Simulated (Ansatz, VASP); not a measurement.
**Two plane-wave programs on Al5Cu**

The input INCAR:

```
  ALGO = Normal
  EDIFF = 1E-6
  ENCUT = 520
  GGA = PE
  ISIF = 2
  ISMEAR = 0
  LASPH = T
  LCHARG = F
  LREAL = F
  LWAVE = F
  NBANDS = 22
  NELM = 60
  PREC = Accurate
  SIGMA = 0.1
```

File KPOINTS:

```
k-points
0
Gamma
  6 6 2
```

File POSCAR:

```
Al5Cu
1.0
    2.8352738000      0.0000000000      0.0000000000
   -1.4176369000      2.4554192000      0.0000000000
    0.0000000000      0.0000000000     13.5161159000
Al Cu
5 1
Direct
    0.3333333000      0.6666667000      0.6503960000
    0.3333333000      0.6666667000      0.0000000000
    0.3333333000      0.6666667000      0.3496040000
    0.6666667000      0.3333333000      0.8245320000
    0.6666667000      0.3333333000      0.1754680000
    0.6666667000      0.3333333000      0.5000000000
```

Input for Ansatz:

```yaml
crystal:
  lattice:
    - [2.8352738, 0.0, 0.0]
    - [-1.4176369, 2.4554192, 0.0]
    - [0.0, 0.0, 13.5161159]
  atoms:
    - { symbol: Al, position: [0.3333333, 0.6666667, 0.650396] }
    - { symbol: Al, position: [0.3333333, 0.6666667, 0.0] }
    - { symbol: Al, position: [0.3333333, 0.6666667, 0.349604] }
    - { symbol: Al, position: [0.6666667, 0.3333333, 0.824532] }
    - { symbol: Al, position: [0.6666667, 0.3333333, 0.175468] }
    - { symbol: Cu, position: [0.6666667, 0.3333333, 0.5] }
basis:
  ecutwfc: 420
kpoints:
  mp_grid: { grid: [6, 6, 2] }
hamiltonian:
  xc: pbe
scf:
  occupations: { method: gaussian, width: 0.1 }
  lower_state_search: "off"
output:
  forces: true
  stress: true
  eigenvalues: true
```

Alike in both runs: task single point; functional PBE; k mesh 6 × 6 × 2; occupations gaussian, width 0.1 eV; no spin polarisation.

|  | VASP | Ansatz |
| --- | --- | --- |
| version | VASP 6.6.1 | Ansatz 0.2.0 |
| potentials or method | VASP PAW PBE potentials, release 64 (Al, Cu) | scalar-relativistic, plane waves, PAW |
| plane-wave cutoff (eV) | 520 | 420 |
| valence electrons in the cell | 26 | 34 |

Ansatz gave:

```
gap on the k mesh at the Fermi level (eV)       : none
pressure (GPa)                                  : 0.8
largest component of the traceless stress (GPa) : 0.51
rms of the force components (eV/Å)              : 0.048
```

Question: Estimate VASP's values.

Answer: gap on the k mesh at the Fermi level (eV): none; pressure (GPa): 0.8; largest component of the traceless stress (GPa): 0.46; rms of the force components (eV/Å): 0.053.

Atom by atom the forces differ by 0.006 eV/Å (rms over components). A gap of «none» marks a metal or a gap that the smearing closes. The two sets of potentials don't hold the same shells in valence.

Caveats: the k mesh is coarse (spacing up to 0.43 Å⁻¹), so the values aren't converged.
